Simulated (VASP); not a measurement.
# NiO (F-43m) in VASP: notebook

One crystal, NiO, is run at these levels: PBEsol; tasks: single point.

Program: VASP 6.6.1. These are calculated values, not measurements. Logs are shortened: lines on timing, memory, paths and dates and some standing lists are left out, and cuts for length are marked.

## Step 1: Starting point

It takes space group F-43m (No. 216, cubic). Conventional cell: a = 4.537 Å, b = 4.537 Å, c = 4.537 Å, α = 90.00°, β = 90.00°, γ = 90.00°. Ni (site symmetry -43m) is surrounded by 4 O at 1.96 Å. O (site symmetry -43m) has 4 Ni at 1.96 Å as nearest neighbours.

Measurements of this composition are mostly on another form, of space group No. 225.

## Step 2: Single point, PBEsol, collinear spin, typed start

File INCAR:

```
SYSTEM = NiO
PREC = Accurate
ENCUT = 520
EDIFF = 1E-6
ISMEAR = 0
SIGMA = 0.05
LREAL = .FALSE.
LASPH = .TRUE.
NELM = 150
ALGO = Normal
ISIF = 2
LWAVE = .FALSE.
LCHARG = .FALSE.
ISPIN = 2
MAGMOM = 2 0
LORBIT = 11
LMAXMIX = 4
GGA = PS
NBANDS = 19
```

File KPOINTS:

```
regular mesh
0
G
  12 12 12
  0 0 0
```

File POSCAR:

```
NiO
1.0
    0.0000000000      2.2685246777      2.2685246777
    2.2685246777      0.0000000000      2.2685246777
    2.2685246777      2.2685246777      0.0000000000
Ni O
1 1
Direct
    0.0000000000      0.0000000000      0.0000000000
    0.2500000000      0.2500000000      0.2500000000
```

Potentials or basis: VASP PAW PBE potentials, release 64 (Ni, O).

Run with:

```bash
$ cat potpaw_PBE.64/Ni/POTCAR potpaw_PBE.64/O/POTCAR > POTCAR
$ mpirun -np 1 vasp_std > vasp.out
```

OUTCAR:

```text
SYSTEM = NiO
   PREC = Accurate
   ENCUT = 520
   EDIFF = 1E-6
   ISMEAR = 0
   LREAL = .FALSE.
   LASPH = .TRUE.
   NELM = 150
   ISIF = 2
   ISPIN = 2
   LORBIT = 11
   GGA = PS

 ion  position               nearest neighbor table
   1  0.000  0.000  0.000-   2 1.96   2 1.96   2 1.96   2 1.96
   2  0.250  0.250  0.250-   1 1.96   1 1.96   1 1.96   1 1.96

  LATTYP: Found a face centered cubic cell.
 ALAT       =     4.5370493554

  Lattice vectors:

 A1 = (   0.0000000000,   2.2685246777,   2.2685246777)
 A2 = (   2.2685246777,   0.0000000000,   2.2685246777)
 A3 = (   2.2685246777,   2.2685246777,   0.0000000000)

Analysis of symmetry for initial positions (statically):
=====================================================================
 Subroutine PRICEL returns:
 Original cell was already a primitive cell.

 Routine SETGRP: Setting up the symmetry group for a
 face centered cubic supercell.

 Subroutine GETGRP returns: Found 24 space group operations
 (whereof 24 operations were pure point group operations)
 out of a pool of 48 trial point group operations.

The static configuration has the point symmetry T_d .

Analysis of symmetry for dynamics (positions and initial velocities):
=====================================================================
 Subroutine PRICEL returns:
 Original cell was already a primitive cell.

 Routine SETGRP: Setting up the symmetry group for a
 face centered cubic supercell.

 Subroutine GETGRP returns: Found 24 space group operations
 (whereof 24 operations were pure point group operations)
 out of a pool of 48 trial point group operations.

The dynamic configuration has the point symmetry T_d .

Analysis of structural, dynamic, and magnetic symmetry:
=====================================================================
 Subroutine PRICEL returns:
 Original cell was already a primitive cell.

 Routine SETGRP: Setting up the symmetry group for a
 face centered cubic supercell.

 Subroutine GETGRP returns: Found 24 space group operations
 (whereof 24 operations were pure point group operations)
 out of a pool of 48 trial point group operations.

The overall configuration has the point symmetry T_d .

 Subroutine INISYM returns: Found 24 space group operations
 (whereof 24 operations are pure point group operations),
 and found     1 'primitive' translations

----------------------------------------------------------------------------------------

                                     Primitive cell

  volume of cell :      23.3486

[... 107 lines left out ...]
     AMIX     =   0.40;   BMIX     =  1.00
     AMIX_MAG =   1.60;   BMIX_MAG =  1.00
  volume/ion in A,a.u.               =      11.67        78.78
  Fermi-wavevector in a.u.,A,eV,Ry     =   1.443316  2.727471 28.343113  2.083160
  Thomas-Fermi vector in A             =   2.561737
   LORBIT       =     11    0 simple, 1 ext, 2 COOP (PROOUT), +10 PAW based schemes
   GGA     = PS    functional components
   LHFCALC =     F    Hartree Fock is set to
   AEXX    =    0.0000 exact exchange contribution
   IVDW    =     0    specifies the selected vdW correction
   LEPSILON=     F    determine dielectric tensor
   LRPA    =     F    only Hartree local field effects (RPA)
 spin polarized calculation
 Gauss-broadening in eV      SIGMA  =   0.05
  energy-cutoff  :      520.00
  volume of cell :       23.35
 maximum number of plane-waves:       642
   NGX = 11   NGY = 11   NGZ = 11

 number of electron      16.0000002 magnetization       1.9124935

 Free energy of the ion-electron system (eV)
  ---------------------------------------------------
  ext. energy  EPLUGINS =         0.00000000
  ---------------------------------------------------
  free energy    TOTEN  =       -12.41559919 eV

  energy without entropy =      -12.41290953  energy(sigma->0) =      -12.41425436

 E-fermi :   4.9460     XC(G=0): -11.3041

 val. band max:        4.9415011322   @ k =   0.5000   0.4167   0.0000
 cond. band min:       4.9576859279   @ k =  -0.4167   0.3333   0.0833
 fundamental gap:      0.0161847957
 Fermi energy:         4.9459963523

 spin component 1

 k-point     1 :       0.0000    0.0000    0.0000
  band No.  band energies     occupation
      1     -14.6372      1.00000
      2      -0.7867      1.00000
      3      -0.7867      1.00000
      4      -0.7866      1.00000
      5       2.6274      1.00000
      6       2.6274      1.00000
[... 517 lines left out ...]
     18      31.3507      0.00000
     19      31.7451      0.00000

 [... further k-points ...]

 spin component 2

 k-point     1 :       0.0000    0.0000    0.0000
  band No.  band energies     occupation
      1     -14.0240      1.00000
      2       0.2035      1.00000
      3       0.2035      1.00000
      4       0.2035      1.00000
      5       3.7630      1.00000
      6       3.7630      1.00000
[... 517 lines left out ...]
     18      31.6228      0.00000
     19      32.0733      0.00000

 [... further k-points ...]
[... 5 lines left out ...]
  --------------------------------------------------------------------------------------
  -------------------------------------------------------------------------------------
  Total       -1.7641865     -1.7641865     -1.7641865     -0.0000000      0.0000000      0.0000000
  in kB     -121.0582983   -121.0582983   -121.0582983     -0.0000000      0.0000000      0.0000000
  external PRESSURE =    -121.0582983 kB  Pullay stress =       0.0000000 kB

 VOLUME and BASIS-vectors are now :
 -----------------------------------------------------------------------------
  energy-cutoff  :      520.00
  volume of cell :       23.35
      direct lattice vectors                 reciprocal lattice vectors
     0.000000000  2.268524678  2.268524678    -0.220407565  0.220407565  0.220407565
     2.268524678  0.000000000  2.268524678     0.220407565 -0.220407565  0.220407565
     2.268524678  2.268524678  0.000000000     0.220407565  0.220407565 -0.220407565

 POSITION                                       TOTAL-FORCE (eV/Angst)
 -----------------------------------------------------------------------------------
      0.00000      0.00000      0.00000         0.000000      0.000000      0.000000
      1.13426      1.13426      1.13426        -0.000000     -0.000000     -0.000000
 -----------------------------------------------------------------------------------
    total drift:                                0.000000      0.000000      0.000000

  FREE ENERGIE OF THE ION-ELECTRON SYSTEM (eV)
  ---------------------------------------------------
  free  energy   TOTEN  =       -12.4155991921 eV

  energy  without entropy=      -12.4129095325  energy(sigma->0) =      -12.41425436

 total charge

# of ion       s       p       d       tot
------------------------------------------
    1        0.370   0.450   8.224   9.044
    2        1.551   3.375   0.000   4.926
--------------------------------------------------
tot          1.921   3.825   8.224  13.970

 magnetization (x)

# of ion       s       p       d       tot
------------------------------------------
    1        0.003   0.037   1.449   1.489
    2        0.016   0.349   0.000   0.365
--------------------------------------------------
tot          0.019   0.386   1.449   1.854
```

OSZICAR:

```text
N       E                     dE             d eps       ncg     rms          rms(c)
DAV:   1     0.890940890851E+02    0.89094E+02   -0.74578E+03  5728   0.101E+03
DAV:   2    -0.922758547216E+01   -0.98322E+02   -0.84982E+02  5663   0.231E+02
DAV:   3    -0.153431269437E+02   -0.61155E+01   -0.59515E+01  6279   0.600E+01
DAV:   4    -0.154069398365E+02   -0.63813E-01   -0.63762E-01  6012   0.589E+00
DAV:   5    -0.154081750816E+02   -0.12352E-02   -0.12352E-02  6110   0.848E-01    0.162E+01
DAV:   6    -0.152042168092E+02    0.20396E+00   -0.25117E+01  6254   0.777E+01    0.255E+01
DAV:   7    -0.124477420508E+02    0.27565E+01   -0.11217E+01  6344   0.628E+01    0.655E+00
DAV:   8    -0.124299916587E+02    0.17750E-01   -0.35783E-01  6074   0.533E+00    0.332E+00
DAV:   9    -0.124153902742E+02    0.14601E-01   -0.59066E-02  7369   0.366E+00    0.123E+00
DAV:  10    -0.124162661296E+02   -0.87586E-03   -0.82147E-03  5927   0.842E-01    0.493E-01
DAV:  11    -0.124155937659E+02    0.67236E-03   -0.62786E-03  7111   0.134E+00    0.145E-01
DAV:  12    -0.124155968712E+02   -0.31052E-05   -0.71829E-04  5704   0.279E-01    0.482E-02
DAV:  13    -0.124156082886E+02   -0.11417E-04   -0.18313E-04  6451   0.120E-01    0.360E-02
DAV:  14    -0.124155979260E+02    0.10363E-04   -0.27824E-05  7640   0.794E-02    0.105E-02
DAV:  15    -0.124155995637E+02   -0.16377E-05   -0.81380E-06  5943   0.215E-02    0.166E-02
DAV:  16    -0.124155991921E+02    0.37153E-06   -0.47322E-06  5336   0.378E-02
   1 F= -.12415599E+02 E0= -.12414254E+02  d E =-.268966E-02  mag=     1.9121
```

stdout:

```text
POSCAR found type information on POSCAR NiO
 POSCAR found :  2 types and       2 ions
 scaLAPACK will be used
 -----------------------------------------------------------------------------
|                                                                             |
|                                                                             |
|     You enforced a specific xc type in the INCAR file but a different       |
|     I HOPE YOU KNOW WHAT YOU ARE DOING!                                     |
|                                                                             |
 -----------------------------------------------------------------------------

 LDA part: xc-table for (Slater+PW92), standard interpolation
 POSCAR, INCAR and KPOINTS ok, starting setup
 FFT: planning ... GRIDC
 FFT: planning ... GRID_SOFT
 FFT: planning ... GRID
 WAVECAR not read
 entering main loop
```

Wall time 21 s (1 thread of Intel Xeon 6975P-C (Granite Rapids), shared host); peak memory 0.18 GiB.

Results:

| Property | Result |
| --- | --- |
| Free energy | -12.4156 eV |
| Pressure | -12.1 GPa |
| Band gap on the k mesh | none (metal or under the smearing width) |
| Net moment | 1.91 μB per cell |
| Site moments | Ni +1.49; O +0.36 μB |
| Valence electrons inside the program's atomic spheres | Ni 9.04; O 4.93 |

Caveat: the PAW data sets were made with another functional, which shifts forces and pressure a little; a cell with one magnetic atom can't hold antiferromagnetic order, which such compounds often take; semilocal functionals often make such compounds metallic where correlation or magnetic order opens a gap, which also shifts bond lengths.

## Step 3: Single point, PBEsol, collinear spin, typed start

This run uses another cell than the first one, of 10.63 Å³/atom, 0.911 times its volume.

File INCAR:

```
SYSTEM = NiO
ALGO = Normal ; EDIFF = 1E-7
ENCUT = 520 ; GGA = PS
ISIF = 2 ; ISMEAR = 0
ISPIN = 2 ; LASPH = .TRUE.
LCHARG = .TRUE. ; LELF = .TRUE.
LMAXMIX = 4 ; LORBIT = 11
LREAL = .FALSE. ; LVHAR = .TRUE.
LWAVE = .FALSE. ; MAGMOM = 1.44 0
NBANDS = 19 ; NELM = 150
PREC = Accurate ; SIGMA = 0.05
```

File KPOINTS:

```
k-points
0
G
  12 12 12
  0 0 0
```

File POSCAR:

```
NiO
1.0
    0.0000000000      2.1987739309      2.1987739309
    2.1987739309      0.0000000000      2.1987739309
    2.1987739309      2.1987739309      0.0000000000
Ni O
1 1
Direct
    0.0000000000      0.0000000000      0.0000000000
    0.2500000000      0.2500000000      0.2500000000
```

Potentials or basis: VASP PAW PBE potentials, release 64 (Ni, O).

Run with:

```bash
$ cat potpaw_PBE.64/Ni/POTCAR potpaw_PBE.64/O/POTCAR > POTCAR
$ mpirun -np 1 vasp_std > vasp.out
```

It took 23 s on 1 thread of Intel Xeon 6975P-C (Granite Rapids), shared host; peak memory 0.18 GiB.

It converged, with:

* Free energy: -12.4996 eV
* Pressure: 0.1 GPa
* Band gap on the k mesh: none (metal or under the smearing width)
* Net moment: 1.70 μB per cell
* Site moments: Ni +1.33; O +0.32 μB
* Valence electrons inside the program's atomic spheres: Ni 9.24; O 4.97

Levels at points of the mesh, in eV from the Fermi level:
Spin up:
```
           k point  band 6  band 7  band 8  band 9  band 10  band 11  band 12  band 13
(0.00, 0.00, 0.00)   -2.43    0.41    0.41    0.41     0.46    14.58    14.58    14.58
(0.50, 0.00, 0.00)   -2.33   -2.33   -0.50   -0.50     6.02     7.48    14.07    14.07
(0.50, 0.50, 0.00)   -2.11   -1.73   -1.73   -1.71     5.46    10.46    11.25    14.98
```
Spin down:
| k point | band 3 | band 4 | band 5 | band 6 | band 7 | band 8 | band 9 | band 10 | band 11 | band 12 |
| --- | --- | --- | --- | --- | --- | --- | --- | --- | --- | --- |
| (0.00, 0.00, 0.00) | -5.46 | -5.46 | -1.38 | -1.38 | 0.73 | 1.79 | 1.79 | 1.79 | 14.81 | 14.81 |
| (0.50, 0.00, 0.00) | -5.18 | -5.18 | -1.19 | -1.19 | -0.91 | 0.81 | 0.81 | 6.28 | 7.94 | 14.37 |
| (0.50, 0.50, 0.00) | -4.81 | -4.81 | -1.82 | -1.03 | -0.73 | -0.23 | -0.23 | 5.93 | 10.96 | 11.56 |

Caveat: the PAW data sets were made with another functional, which shifts forces and pressure a little; a cell with one magnetic atom can't hold antiferromagnetic order, which such compounds often take; semilocal functionals often make such compounds metallic where correlation or magnetic order opens a gap, which also shifts bond lengths. With open d or f shells a metallic result of PBEsol can be an artefact of self-interaction; +U or a hybrid may open a gap.
